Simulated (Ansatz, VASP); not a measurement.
One calculation of Ti, two programs

```
Ti
1.0
    -1.62775    1.62775    1.62775
     1.62775   -1.62775    1.62775
     1.62775    1.62775   -1.62775
Ti
1
Direct
  0.00000 0.00000 0.00000
```

This isn't the form of Ti at room conditions, which is hcp.

Alike in both runs: functional PBE; k mesh 18 × 18 × 18; occupations gaussian, width 0.1 eV; no spin polarisation.

Ansatz relaxed the structure, and its values are those at the end. VASP's run is a single point on that final structure, the one shown.

|  | VASP | Ansatz |
| --- | --- | --- |
| version | VASP 6.6.1 | Ansatz 0.2.0 |
| potentials or method | VASP PAW PBE potentials, release 64 (Ti_sv) | scalar-relativistic, plane waves, PAW |
| plane-wave cutoff (eV) | 520 | 420 |
| valence electrons in the cell | 12 | 12 |

```csv
,VASP,Ansatz,Ansatz less VASP
gap on the k mesh at the Fermi level (eV),none,none,-
pressure (GPa),-0.2,0.0,+0.25
```

A gap of «none» marks a metal or a gap that the smearing closes. With one functional, cell and mesh, what is left measures potentials, basis and numerics.
